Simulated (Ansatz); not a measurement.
## Structure types of Te compared at 50 GPa

Structure types of Te are relaxed in primitive cells with their symmetry kept at 50 GPa, first on PAW files, then by LAPW. The enthalpy is E + pV at zero temperature, without zero-point motion. Only the types listed were tried, and differences under about 5 meV/atom are mesh noise. The real phase may be another.

Computed with Ansatz 0.2.0; functional PBE, scalar-relativistic. Settings: Fermi–Dirac smearing of 0.1 eV, no spin polarisation. Methods: LAPW: all electrons, basis error target 0.5 meV/atom; PAW: frozen-core files, cutoff 420 eV.

k meshes: bcc 16×16×16, hcp 15×15×8, beta tin 15×15×15, sc 14×14×14, A7 12×12×12.

Spin–orbit coupling is left out, which matters for the heavy atoms.

Question: Which type is lowest in enthalpy, and by how much?

Answer: bcc, 24 meV/atom below hcp. The whole table:

| start type | ends as | a, b, c (Å) | V (Å³/atom) | H − H(lowest), LAPW (meV/atom) | same, PAW |
| --- | --- | --- | --- | --- | --- |
| bcc | bcc, Im-3m | 3.396, 3.396, 3.396 | 19.57 | 0.0 | 0.0 |
| hcp | hcp, P6_3/mmc | 3.115, 3.115, 4.646 | 19.52 | 23.9 | 23.9 |
| beta tin | beta tin, I4_1/amd | 5.442, 5.442, 2.838 | 21.01 | 583.2 | 583.3 |
| sc | sc, Pm-3m | 2.798, 2.798, 2.798 | 21.91 | 669.4 | 669.5 |
| A7 | fcc, Fm-3m | 3.008, 3.008, 7.409 | 19.35 | 34.9 | 34.9 |

Question: Split the lead of bcc over hcp into energy and pV.

Answer: For hcp less bcc: ΔE = +41.8 meV/atom, and p·ΔV = 50 GPa × -0.0574 Å³ × 6.242 meV/(GPa·Å³) = -17.9 meV/atom, together 23.9 meV/atom. bcc wins by its internal energy, though it is the less dense.

Question: Would hcp gain on bcc at higher pressure?

Answer: Yes: dH/dp = V, and its volume is smaller by 0.06 Å³/atom. Held constant, that would close the gap after about 67 GPa more, a rough figure, since the volume difference changes with pressure.
